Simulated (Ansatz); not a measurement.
Runs of Ansatz 0.2.0 on Cu. It takes space group I4/mmm (No. 139, tetragonal). The conventional cell has a = 2.886 Å, b = 2.886 Å, c = 2.752 Å, α = 90.00°, β = 90.00°, γ = 90.00°. Cu (site symmetry 4/mmm) is surrounded by 10 Cu at 2.46 to 2.75 Å. This isn't the form of Cu at room conditions, which is fcc.

| task | level | potentials or basis | cell | cutoff (eV) | smearing | basis error allowed | pressure (GPa) |
| --- | --- | --- | --- | --- | --- | --- | --- |
| relaxation of cell and atoms | PBEsol | all-electron LAPW, scalar-relativistic | relaxed to 20 GPa | - | fermi-dirac 0.05 eV | 0.001 eV/atom | 20.0 |
| band structure | PBEsol | all-electron LAPW, non-relativistic | as given | 322 | fermi-dirac 0.05 eV | 0.001 eV/atom | (a) |
| relaxation of cell and atoms | PBEsol | all-electron LAPW, scalar-relativistic | relaxed | - | fermi-dirac 0.05 eV | 0.001 eV/atom | 0.0 |
| band structure | PBEsol | all-electron PAW datasets made for the crystal | as given | 320 | fermi-dirac 0.05 eV | - | -1.4 |
| single point | PBE | all-electron LAPW, scalar-relativistic | the cell as VASP's run set it | 322 | gaussian 0.1 eV | 0.001 eV/atom | 7.3 |

Alike in all rows: no spin polarisation; k mesh 13 × 13 × 13.

**Question.** Estimate the missing entries.

**Answer.** (a) 3.1.

The runs don't all hold the same shells in valence.
